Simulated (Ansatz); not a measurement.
## Cr (hcp)

The computed numbers are results of r²SCAN, scalar-relativistic (collinear spin) in the plane-wave PAW code Ansatz at 500 eV, 20×20×10 k-mesh, Gaussian smearing of 0.05 eV; PAW files: Ansatz's generated set soft_2.

```
Cr
1.0
     2.45517    0.00000    0.00000
    -1.22758    2.12624    0.00000
     0.00000    0.00000    4.47909
Cr
2
Cartesian
  0.0000 1.4175 3.3593
  1.2276 0.7087 1.1198
```

At room temperature and ambient pressure Cr is bcc.

Magnetic state: non-magnetic, site spin moments none.

Q: Which orbitals carry the states at the Fermi level, and how many states are there?

A: Within 0.1 eV of it: Cr 3d 95 % (shares among the projected shells). The density of states at the Fermi level is about 2.4 states/eV per cell, averaged over 0.3 eV.

Density of states (tetrahedra, averaged over 0.3 eV; states/eV per cell of 2 atoms; energy in eV from the Fermi level; projections on Löwdin-orthogonalised atomic orbitals, summed over sites):

```csv
E,total,Cr 3d up,Cr 3d down,Cr 4s
-5.80,0.27,0.02,0.02,0.22
-5.50,0.32,0.03,0.03,0.24
-5.20,0.38,0.05,0.05,0.26
-4.90,0.47,0.08,0.08,0.28
-4.60,0.68,0.17,0.17,0.32
-4.30,1.57,0.59,0.59,0.36
-4.00,2.03,0.84,0.84,0.31
-3.70,2.20,0.96,0.96,0.24
-3.40,2.48,1.14,1.14,0.17
-3.10,2.22,1.04,1.04,0.10
-2.80,2.38,1.13,1.13,0.08
-2.50,2.83,1.35,1.35,0.06
-2.20,2.81,1.33,1.33,0.08
-1.90,2.89,1.35,1.35,0.12
-1.60,1.97,0.91,0.91,0.09
-1.30,1.90,0.88,0.88,0.08
-1.00,3.52,1.65,1.65,0.13
-0.70,3.30,1.52,1.52,0.17
-0.40,2.81,1.27,1.27,0.19
-0.10,2.34,1.06,1.06,0.15
0.20,2.70,1.26,1.26,0.11
0.50,3.12,1.48,1.48,0.09
0.80,2.74,1.30,1.30,0.08
1.10,2.75,1.31,1.31,0.07
1.40,2.56,1.23,1.23,0.06
1.70,3.31,1.59,1.59,0.09
2.00,3.43,1.65,1.65,0.11
2.30,4.45,2.15,2.15,0.13
2.60,3.77,1.78,1.78,0.17
2.90,1.50,0.64,0.64,0.19
3.20,0.79,0.26,0.26,0.22
3.50,0.68,0.18,0.18,0.24
3.80,0.66,0.15,0.15,0.26
4.10,0.64,0.13,0.13,0.27
4.40,0.59,0.10,0.10,0.26
4.70,0.56,0.08,0.08,0.25
5.00,0.53,0.07,0.07,0.24
```
